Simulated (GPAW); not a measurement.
CuO:

```
Cu O
1.0
     3.17550    0.00000    0.00000
     0.00000    3.17550    0.00000
     0.00000    0.00000    4.64953
Cu O
2 2
Direct
  0.00000 0.00000 0.00000
  0.50000 0.50000 0.00000
  0.50000 0.00000 0.26700
  0.00000 0.50000 0.73300
```

The cell was built by a generator and needn't be a form met in nature.

Base run:

- Program: GPAW 26.7.0
- Functional: r2SCAN
- Potentials or basis: GPAW PAW data sets (gpaw-data 1.2.1)
- Cutoff: 800 eV
- Basis: pw
- k mesh: 7 × 7 × 5
- Occupations: fermi-dirac, width 0.05 eV
- Spin: no spin polarisation
- Hubbard terms: Cu d U = 8 eV

Its results: band gap on the k mesh none (metal or under the smearing width); pressure 8.8 GPa; largest force 1.134 eV/Å.

Q: After a change of settings the same cell gave: band gap on the k mesh none (metal or under the smearing width); pressure 10.8 GPa; largest force 1.221 eV/Å. Which change was it?
A. hubbard terms from Cu d U = 8 eV to none
B. hubbard terms from Cu d U = 8 eV to Cu d U = 6 eV
C. hubbard terms from Cu d U = 8 eV to Cu d U = 3 eV

A: C.

Caveats: with this Cu data set, volumes or pressures lay over 1.5 % or 2 GPa off other programs in two to four cells of ten; the PAW data sets were made with another functional, which shifts forces and pressure a little; the run has no spin polarisation, though such a crystal can be magnetic; U without spin polarisation on a metal has little footing.
